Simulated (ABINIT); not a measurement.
SnO2, 3 atoms in the cell. Symmetry: R-3m, No. 166, trigonal system. Conventional cell: a = 3.234 Å, b = 3.234 Å, c = 14.402 Å, α = 90.00°, β = 90.00°, γ = 120.00°. Around Sn (site symmetry -3m) lie 6 O at 2.13 Å. Around O (site symmetry 3m) lie 3 Sn at 2.13 Å. Measurements of this composition are mostly on another form, of space group No. 136.

* Program: ABINIT 10.8.3 (patched build)
* Task: single point
* Functional: LDA
* Potentials or basis: PseudoDojo NC SR LDA v0.4.1 standard
* Cutoff: 952 eV
* k mesh: 8 × 8 × 8
* Occupations: fermi-dirac, width 0.05 eV
* Spin: no spin polarisation

Potentials or basis: PseudoDojo NC SR LDA v0.4.1 standard.

Launch:

```console
$ abinit run.abi > log 2>&1
```

Hardware: 1 thread of Arm Neoverse V2, on a shared host.

**Question.** Estimate the wall time of this run.

**Answer.** Wall time 3.4 min on 1 thread of Arm Neoverse V2, on a shared host, peak memory 0.14 GiB. Counts: scf iterations 11, mpi ranks 1, k points 65, bands 17, plane waves 2920.
